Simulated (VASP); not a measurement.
# CdSe (Pm-3m) in VASP: notebook, part 2 of 2

VASP 6.6.1. The steps go on from the part before.

## 4. Single point, PBE

This run uses another cell than the first one, of 22.41 Å³/atom, 1.064 times its volume.

INCAR

```
ALGO = Fast
EDIFF = 1E-6
ENCUT = 520
GGA = PE
ISIF = 2
ISMEAR = -1
LASPH = True
LCHARG = False
LREAL = False
LWAVE = False
NBANDS = 16
NELM = 80
PREC = Accurate
SIGMA = 0.15
```

KPOINTS

```
k-points
0
Gamma
  12 12 12
```

POSCAR

```
CdSe
1.0
    3.5524000000      0.0000000000      0.0000000000
    0.0000000000      3.5524000000      0.0000000000
    0.0000000000      0.0000000000      3.5524000000
Cd Se
1 1
Direct
    0.0000000000      0.0000000000      0.0000000000
    0.5000000000      0.5000000000      0.5000000000
```

Potentials or basis: VASP PAW PBE potentials, release 64 (Cd, Se).

The run is started by

```console
cat potpaw_PBE.64/Cd/POTCAR potpaw_PBE.64/Se/POTCAR > POTCAR
mpirun -np 1 vasp_std > vasp.out
```

OUTCAR:

```text
EDIFF = 1E-6
   ENCUT = 520
   GGA = PE
   ISIF = 2
   ISMEAR = -1
   LASPH = True
   LREAL = False
   NELM = 80
   PREC = Accurate

 ion  position               nearest neighbor table
   1  0.000  0.000  0.000-   2 3.08   2 3.08   2 3.08   2 3.08   2 3.08   2 3.08   2 3.08   2 3.08

   2  0.500  0.500  0.500-   1 3.08   1 3.08   1 3.08   1 3.08   1 3.08   1 3.08   1 3.08   1 3.08

  LATTYP: Found a simple cubic cell.
 ALAT       =     3.5524000000

  Lattice vectors:

 A1 = (   3.5524000000,   0.0000000000,   0.0000000000)
 A2 = (   0.0000000000,   3.5524000000,   0.0000000000)
 A3 = (   0.0000000000,   0.0000000000,   3.5524000000)

Analysis of symmetry for initial positions (statically):
=====================================================================
 Subroutine PRICEL returns:
 Original cell was already a primitive cell.

 Routine SETGRP: Setting up the symmetry group for a
 simple cubic supercell.

 Subroutine GETGRP returns: Found 48 space group operations
 (whereof 48 operations were pure point group operations)
 out of a pool of 48 trial point group operations.

The static configuration has the point symmetry O_h .

Analysis of symmetry for dynamics (positions and initial velocities):
=====================================================================
 Subroutine PRICEL returns:
 Original cell was already a primitive cell.

 Routine SETGRP: Setting up the symmetry group for a
 simple cubic supercell.

 Subroutine GETGRP returns: Found 48 space group operations
 (whereof 48 operations were pure point group operations)
 out of a pool of 48 trial point group operations.

The dynamic configuration has the point symmetry O_h .

 Subroutine INISYM returns: Found 48 space group operations
 (whereof 48 operations are pure point group operations),
 and found     1 'primitive' translations

----------------------------------------------------------------------------------------

                                     Primitive cell

  volume of cell :      44.8297

  direct lattice vectors                    reciprocal lattice vectors
     3.552400000  0.000000000  0.000000000     0.281499831  0.000000000  0.000000000
     0.000000000  3.552400000  0.000000000     0.000000000  0.281499831  0.000000000
     0.000000000  0.000000000  3.552400000     0.000000000  0.000000000  0.281499831

  length of vectors
     3.552400000  3.552400000  3.552400000     0.281499831  0.281499831  0.281499831

  position of ions in fractional coordinates (direct lattice)
     0.000000000  0.000000000  0.000000000
     0.500000000  0.500000000  0.500000000

  ion indices of the primitive-cell ions
   primitive index   ion index
                 1           1
                 2           2

----------------------------------------------------------------------------------------

 KPOINTS: k-points

Automatic generation of k-mesh.
 Grid dimensions read from file:
 generate k-points for:   12   12   12

 Generating k-lattice:

  Cartesian coordinates                     Fractional coordinates (reciprocal lattice)
     0.023458319  0.000000000  0.000000000     0.083333333  0.000000000  0.000000000
     0.000000000  0.023458319  0.000000000     0.000000000  0.083333333  0.000000000
     0.000000000  0.000000000  0.023458319     0.000000000  0.000000000  0.083333333

  Length of vectors
     0.023458319  0.023458319  0.023458319

  Shift w.r.t. Gamma in fractional coordinates (k-lattice)
     0.000000000  0.000000000  0.000000000

 Subroutine IBZKPT returns following result:
 ===========================================

 Found     84 irreducible k-points:

 Following reciprocal coordinates:
            Coordinates               Weight
  0.000000  0.000000  0.000000      1.000000
  0.083333  0.000000  0.000000      6.000000
  0.166667  0.000000  0.000000      6.000000
  0.250000  0.000000  0.000000      6.000000
  0.333333  0.000000  0.000000      6.000000
  0.416667  0.000000  0.000000      6.000000
[... 16 lines left out ...]
  0.333333  0.333333  0.000000     12.000000
  0.416667  0.333333  0.000000     24.000000
 [... further k-points ...]
   k-points           NKPTS =     84   k-points in BZ     NKDIM =     84   number of bands    NBANDS=     16
   number of dos      NEDOS =    301   number of ions     NIONS =      2
   total plane-waves  NPLWV =  21952
   dimension x,y,z NGX =    28 NGY =   28 NGZ =   28
   dimension x,y,z NGXF=    56 NGYF=   56 NGZF=   56
   ions per type =               1   1
   NGX,Y,Z   is equivalent  to a cutoff of  13.10, 13.10, 13.10 a.u.
   NGXF,Y,Z  is equivalent  to a cutoff of  26.21, 26.21, 26.21 a.u.
 SYSTEM =  unknown system
   PREC   = accura    normal or accurate (medium, high low for compatibility)
   ISTART =      0    job   : 0-new  1-cont  2-samecut
   ICHARG =      2    charge: 1-file 2-atom 10-const
   ISPIN  =      1    spin polarized calculation?
   LNONCOLLINEAR =      F non collinear calculations
   LSORBIT =      F    spin-orbit coupling
   LASPH  =      T    aspherical Exc in radial PAW
   ENCUT  =  520.0 eV  38.22 Ry    6.18 a.u.   6.61  6.61  6.61*2*pi/ulx,y,z
   NELM   =     80;   NELMIN=  2; NELMDL= -5     # of ELM steps
   EDIFF  = 0.1E-05   stopping-criterion for ELM
   LREAL  =      F    real-space projection
   EDIFFG = 0.1E-04   stopping-criterion for IOM
   NSW    =      0    number of steps for IOM
   IBRION =     -1    ionic relax: 0-MD 1-quasi-New 2-CG
   NFREE  =      0    steps in history (QN), initial steepest desc. (CG)
   ISIF   =      2    stress and relaxation
   ISYM   =      2    0-nonsym 1-usesym 2-fastsym
   POTIM  = 0.5000    time-step for ionic-motion
   TEBEG  =    0.0;   TEEND  =   0.0 temperature during run
   PSTRESS=    0.0 pullay stress
   NELECT =      18.0000    total number of electrons
   NUPDOWN=      -1.0000    fix difference up-down
   EMIN   =  10.00;   EMAX   =-10.00  energy-range for DOS
   EFERMI =   0.00;   METHOD = LEGACY
   ISMEAR =    -1;   SIGMA  =   0.15  broadening in eV -4-tet -1-fermi 0-gaus
   EFERMI_NEDOS =   21; number of points for ismear=-14 and -15
   IALGO  =     68    algorithm
   IMIX   =      4    mixing-type and parameters
     AMIX     =   0.40;   BMIX     =  1.00
     AMIX_MAG =   1.60;   BMIX_MAG =  1.00
  volume/ion in A,a.u.               =      22.41       151.26
  Fermi-wavevector in a.u.,A,eV,Ry     =   1.207750  2.282317 19.846283  1.458661
  Thomas-Fermi vector in A             =   2.343379
   LORBIT       =      0    0 simple, 1 ext, 2 COOP (PROOUT), +10 PAW based schemes
   GGA     = PE    functional components
   LHFCALC =     F    Hartree Fock is set to
   AEXX    =    0.0000 exact exchange contribution
   IVDW    =     0    specifies the selected vdW correction
   LEPSILON=     F    determine dielectric tensor
   LRPA    =     F    only Hartree local field effects (RPA)
 non-spin polarized calculation
 RMM-DIIS sequential band-by-band and
  energy-cutoff  :      520.00
  volume of cell :       44.83
 maximum number of plane-waves:      1228
 NGX is ok and might be reduce to    28
   NGX = 13   NGY = 13   NGZ = 13

 number of electron      17.9999989 magnetization

 Free energy of the ion-electron system (eV)
  ---------------------------------------------------
  ext. energy  EPLUGINS =         0.00000000
  ---------------------------------------------------
  free energy    TOTEN  =        -4.35050445 eV

  energy without entropy =       -4.25527719  energy(sigma->0) =       -4.30289082

 E-fermi :   3.2710     XC(G=0): -10.4265

 val. band max:        3.2664433906   @ k =   0.4167   0.0833   0.0000
 cond. band min:       3.3066673688   @ k =   0.4167   0.1667   0.0000
 fundamental gap:      0.0402239782
 Fermi energy:         3.2709551996

 k-point     1 :       0.0000    0.0000    0.0000
  band No.  band energies     occupation
      1     -10.3128      2.00000
      2      -5.4339      2.00000
      3      -5.4339      2.00000
      4      -5.0141      2.00000
      5      -5.0141      2.00000
      6      -5.0141      2.00000
[... 8 lines left out ...]
     15      13.9018      0.00000
     16      17.9168      0.00000
[... 419 lines left out ...]
 k-point    24 :       0.4167    0.3333    0.0000
  band No.  band energies     occupation
      1      -9.1888      2.00000
      2      -5.3007      2.00000
      3      -5.1497      2.00000
      4      -5.1068      2.00000
      5      -4.9964      2.00000
      6      -4.9802      2.00000
[... 8 lines left out ...]
     15      14.5182      0.00000
     16      16.9341      0.00000

 [... further k-points ...]

------------------------ aborting loop because EDIFF is reached ----------------------------------------

  FORCE on cell =-STRESS in cart. coord.  units (eV):
  Direction    XX          YY          ZZ          XY          YZ          ZX
  --------------------------------------------------------------------------------------
  -------------------------------------------------------------------------------------
  Total        0.1779064      0.1779064      0.1779064     -0.0000000      0.0000000     -0.0000000
  in kB        6.3582337      6.3582337      6.3582337     -0.0000000      0.0000000     -0.0000000
  external PRESSURE =       6.3582337 kB  Pullay stress =       0.0000000 kB

 VOLUME and BASIS-vectors are now :
 -----------------------------------------------------------------------------
  energy-cutoff  :      520.00
  volume of cell :       44.83
      direct lattice vectors                 reciprocal lattice vectors
     3.552400000  0.000000000  0.000000000     0.281499831  0.000000000  0.000000000
     0.000000000  3.552400000  0.000000000     0.000000000  0.281499831  0.000000000
     0.000000000  0.000000000  3.552400000     0.000000000  0.000000000  0.281499831

 POSITION                                       TOTAL-FORCE (eV/Angst)
 -----------------------------------------------------------------------------------
      0.00000      0.00000      0.00000         0.000000      0.000000      0.000000
      1.77620      1.77620      1.77620         0.000000      0.000000      0.000000
 -----------------------------------------------------------------------------------
    total drift:                               -0.000000      0.000000     -0.000000

  FREE ENERGIE OF THE ION-ELECTRON SYSTEM (eV)
  ---------------------------------------------------
  free  energy   TOTEN  =        -4.3505044460 eV

  energy  without entropy=       -4.2552771855  energy(sigma->0) =       -4.30289082
```

OSZICAR:

```text
N       E                     dE             d eps       ncg     rms          rms(c)
DAV:   1     0.106214442570E+03    0.10621E+03   -0.90732E+03  2776   0.104E+03
DAV:   2    -0.119059068518E+01   -0.10741E+03   -0.10092E+03  3280   0.252E+02
DAV:   3    -0.484697585106E+01   -0.36564E+01   -0.36415E+01  3088   0.474E+01
DAV:   4    -0.485673363507E+01   -0.97578E-02   -0.97575E-02  3424   0.248E+00
DAV:   5    -0.485676775697E+01   -0.34122E-04   -0.34122E-04  3144   0.132E-01    0.484E+00
RMM:   6    -0.436459425702E+01    0.49217E+00   -0.52488E-01  2688   0.456E+00    0.427E+00
RMM:   7    -0.435377217050E+01    0.10822E-01   -0.29945E-02  2818   0.153E+00    0.209E+00
RMM:   8    -0.435049173406E+01    0.32804E-02   -0.59760E-03  2982   0.850E-01    0.358E-01
RMM:   9    -0.435046554404E+01    0.26190E-04   -0.10151E-03  2981   0.269E-01    0.810E-02
RMM:  10    -0.435050215160E+01   -0.36608E-04   -0.41684E-05  2986   0.645E-02    0.296E-02
RMM:  11    -0.435050433826E+01   -0.21867E-05   -0.13630E-05  3034   0.308E-02    0.320E-03
RMM:  12    -0.435050444602E+01   -0.10776E-06   -0.85857E-07  2109   0.829E-03
   1 F= -.43505044E+01 E0= -.43028908E+01  d E =-.952273E-01
```

Wall time 27 s (1 thread of Intel Xeon Platinum 8559C (Emerald Rapids), shared host); peak memory 0.19 GiB.

Results:

- Free energy: -4.3505 eV
- Pressure: 0.6 GPa
- Band gap on the k mesh: none (metal or under the smearing width)

## 5. Single point, PBE

INCAR

```
PREC     = Accurate       # precision mode
ENCUT    = 520            # plane-wave cutoff, eV
EDIFF    = 1E-6           # SCF threshold, eV
ISMEAR   = 0              # smearing method
SIGMA    = 0.15           # smearing width, eV
LREAL    = F              # projectors in reciprocal space
LASPH    = T              # aspherical terms in the spheres
NELM     = 100            # most SCF steps
ALGO     = Normal         # electronic algorithm
ISIF     = 2              # what is computed and relaxed
LWAVE    = F              # write WAVECAR
LCHARG   = T              # write CHGCAR
GGA      = PE             # functional
LELF     = T              # ELF
LVHAR    = T            
NBANDS   = 16             # bands
```

KPOINTS

```
regular mesh
0
Gamma
  12 12 12
```

POSCAR

```
CdSe
1.0
    3.4799000000      0.0000000000      0.0000000000
    0.0000000000      3.4799000000      0.0000000000
    0.0000000000      0.0000000000      3.4799000000
Cd Se
1 1
Direct
    0.0000000000      0.0000000000      0.0000000000
    0.5000000000      0.5000000000      0.5000000000
```

Potentials or basis: VASP PAW PBE potentials, release 64 (Cd, Se).

The run is started by

```console
cat potpaw_PBE.64/Cd/POTCAR potpaw_PBE.64/Se/POTCAR > POTCAR
mpirun -np 1 vasp_std > vasp.out
```

OUTCAR:

```text
PREC = Accurate
   ENCUT = 520
   EDIFF = 1E-6
   ISMEAR = 0
   LREAL = F
   LASPH = T
   NELM = 100
   ISIF = 2
   GGA = PE

 ion  position               nearest neighbor table
   1  0.000  0.000  0.000-   2 3.01   2 3.01   2 3.01   2 3.01   2 3.01   2 3.01   2 3.01   2 3.01

   2  0.500  0.500  0.500-   1 3.01   1 3.01   1 3.01   1 3.01   1 3.01   1 3.01   1 3.01   1 3.01

  LATTYP: Found a simple cubic cell.
 ALAT       =     3.4799000000

  Lattice vectors:

[... 194 lines left out ...]
      6      -4.5267      2.00000
[... 433 lines left out ...]
      3      -4.6889      2.00000
      4      -4.6370      2.00000
      5      -4.5105      2.00000
      6      -4.4870      2.00000
[... 8 lines left out ...]
     15      15.3045      0.00000
     16      17.7941      0.00000

 [... further k-points ...]
[... 5 lines left out ...]
  --------------------------------------------------------------------------------------
  -------------------------------------------------------------------------------------
  Total        1.2778653      1.2778653      1.2778653      0.0000000     -0.0000000      0.0000000
  in kB       48.5842337     48.5842337     48.5842337      0.0000000     -0.0000000      0.0000000
  external PRESSURE =      48.5842337 kB  Pullay stress =       0.0000000 kB

 VOLUME and BASIS-vectors are now :
 -----------------------------------------------------------------------------
  energy-cutoff  :      520.00
  volume of cell :       42.14
      direct lattice vectors                 reciprocal lattice vectors
     3.479900000  0.000000000  0.000000000     0.287364579  0.000000000  0.000000000
     0.000000000  3.479900000  0.000000000     0.000000000  0.287364579  0.000000000
     0.000000000  0.000000000  3.479900000     0.000000000  0.000000000  0.287364579

 POSITION                                       TOTAL-FORCE (eV/Angst)
 -----------------------------------------------------------------------------------
      0.00000      0.00000      0.00000         0.000000      0.000000      0.000000
      1.73995      1.73995      1.73995         0.000000      0.000000      0.000000
 -----------------------------------------------------------------------------------
    total drift:                               -0.000000      0.000000     -0.000000

  FREE ENERGIE OF THE ION-ELECTRON SYSTEM (eV)
  ---------------------------------------------------
  free  energy   TOTEN  =        -4.2644082804 eV

  energy  without entropy=       -4.2489873804  energy(sigma->0) =       -4.25669783
```

OSZICAR:

```text
N       E                     dE             d eps       ncg     rms          rms(c)
DAV:   1     0.106489772271E+03    0.10649E+03   -0.92921E+03  2824   0.105E+03
DAV:   2    -0.123604862297E+01   -0.10773E+03   -0.10097E+03  3272   0.254E+02
DAV:   3    -0.475130900422E+01   -0.35153E+01   -0.34981E+01  3136   0.470E+01
DAV:   4    -0.476018068892E+01   -0.88717E-02   -0.88714E-02  3392   0.238E+00
DAV:   5    -0.476020949863E+01   -0.28810E-04   -0.28810E-04  3168   0.124E-01    0.553E+00
DAV:   6    -0.427492600667E+01    0.48528E+00   -0.82652E-01  3224   0.104E+01    0.486E+00
DAV:   7    -0.426747906037E+01    0.74469E-02   -0.80926E-02  2992   0.238E+00    0.243E+00
DAV:   8    -0.426451970865E+01    0.29594E-02   -0.64588E-03  3144   0.938E-01    0.273E-01
DAV:   9    -0.426438494331E+01    0.13477E-03   -0.59509E-04  3384   0.292E-01    0.485E-02
DAV:  10    -0.426440689930E+01   -0.21956E-04   -0.92082E-05  2928   0.951E-02    0.256E-02
DAV:  11    -0.426440808890E+01   -0.11896E-05   -0.93578E-06  2960   0.276E-02    0.740E-03
DAV:  12    -0.426440828035E+01   -0.19145E-06   -0.86929E-07  1840   0.110E-02
   1 F= -.42644083E+01 E0= -.42566978E+01  d E =-.154209E-01
```

stdout:

```text
POSCAR found type information on POSCAR CdSe
 POSCAR found :  2 types and       2 ions
 scaLAPACK will be used
 LDA part: xc-table for (Slater+PW92), standard interpolation
 POSCAR, INCAR and KPOINTS ok, starting setup
 FFT: planning ... GRIDC
 FFT: planning ... GRID_SOFT
 FFT: planning ... GRID
 WAVECAR not read
 entering main loop
```

Wall time 24 s (1 thread of Intel Xeon Platinum 8559C (Emerald Rapids), shared host); peak memory 0.19 GiB.

What came out:

```yaml
Free_energy: -4.2644 eV
Pressure: 4.9 GPa
Band_gap_on_the_k_mesh: none (metal or under the smearing width)
```

## 6. Summary

| cell | k mesh | smearing | gap on the mesh (eV) | pressure (GPa) |
| --- | --- | --- | --- | --- |
| Pm-3m, 21.07 Å³/atom | 12 × 12 × 12 | fermi-dirac 0.15 eV | none | 5.0 |
| Pm-3m, 22.42 Å³/atom | 6 × 6 × 6 | gaussian 0.05 eV | none | 0.4 |
| Pm-3m, 22.41 Å³/atom | 12 × 12 × 12 | fermi-dirac 0.15 eV | none | 0.6 |
| Pm-3m, 21.07 Å³/atom | 12 × 12 × 12 | gaussian 0.15 eV | none | 4.9 |

Alike in all rows: task single point; level PBE; potentials or basis VASP PAW PBE potentials, release 64 (Cd, Se); no spin polarisation; cutoff (eV) 520.

Every run on the cell as given and a fine mesh finds a metal.

Absolute energies hang on the potentials; compare differences alone.
